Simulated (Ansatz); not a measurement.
# CoPdO2 in Ansatz: the effect of fixed moment

The system is CoPdO2.

```xyz
4
Lattice="1.4317 0.8266 5.9578 -1.4317 0.8266 5.9578 0.0000 -1.6532 5.9578" Properties=species:S:1:pos:R:3 pbc="T T T"
Pd    0.0000    0.0000    0.0000
Co    0.0000    0.0000    8.9367
O     0.0000    0.0000    2.0103
O     0.0000    0.0000   15.8630
```

The cell is a database's computed one.

Alike in all runs:

```yaml
Program: Ansatz 0.2.0
Task: single point
Functional: PBE
Potentials_or_basis: Ansatz PAW
Cutoff: "420 eV (not typed: the program's choice for these potentials)"
k_mesh: 9 × 9 × 9
Occupations: fermi-dirac, width 0.05 eV
```

```csv
fixed moment,spin,starting moments,energy over the lowest run (meV/atom),pressure (GPa),largest force (eV/Å)
0,"collinear spin, program default start",-,0.0,-0.7,0.16
0.5,"collinear spin, ferromagnetic start","[0.0, 0.5, 0.0, 0.0] μB",32.4,0.7,0.25
1,"collinear spin, ferromagnetic start","[0.0, 1.0, 0.0, 0.0] μB",77.0,2.9,0.25
1.5,"collinear spin, ferromagnetic start","[0.0, 1.5, 0.0, 0.0] μB",?,?,?
2,"collinear spin, ferromagnetic start","[0.0, 2.0, 0.0, 0.0] μB",192.0,8.9,0.55
2.5,"collinear spin, ferromagnetic start","[0.0, 2.5, 0.0, 0.0] μB",245.0,11.9,1.07
3,"collinear spin, ferromagnetic start","[0.0, 3.0, 0.0, 0.0] μB",296.7,14.6,1.55
4,"collinear spin, ferromagnetic start","[0.0, 4.0, 0.0, 0.0] μB",409.7,19.9,2.26
```

Q: What does the run with fixed moment 1.5 give?

A: Energy over the lowest run 133.6 meV/atom; pressure 5.7 GPa; largest force 0.06 eV/Å.

Worked out: A parabola through the other rows of the energy over the lowest run, of slope 101 meV/atom per unit of fixed moment there, gives 135.7 meV/atom, against the run's 133.6. A parabola through the other rows of the pressure, of slope 5.2 GPa per unit of fixed moment there, gives 6.1 GPa, against the run's 5.7. A parabola through the other rows of the largest force, of slope 0.411 eV/Å per unit of fixed moment there, gives 0.47 eV/Å, against the run's 0.06. The fit is too stiff a form for this range.

Caveats: the total moment is fixed, so each spin has its own Fermi level; the thresholds are loose for stress; a cell with one magnetic atom can't hold antiferromagnetic order, which such compounds often take (some runs); forces of over 1 eV/Å show positions far from the minimum, so gaps and moduli don't describe the material at rest (some runs).
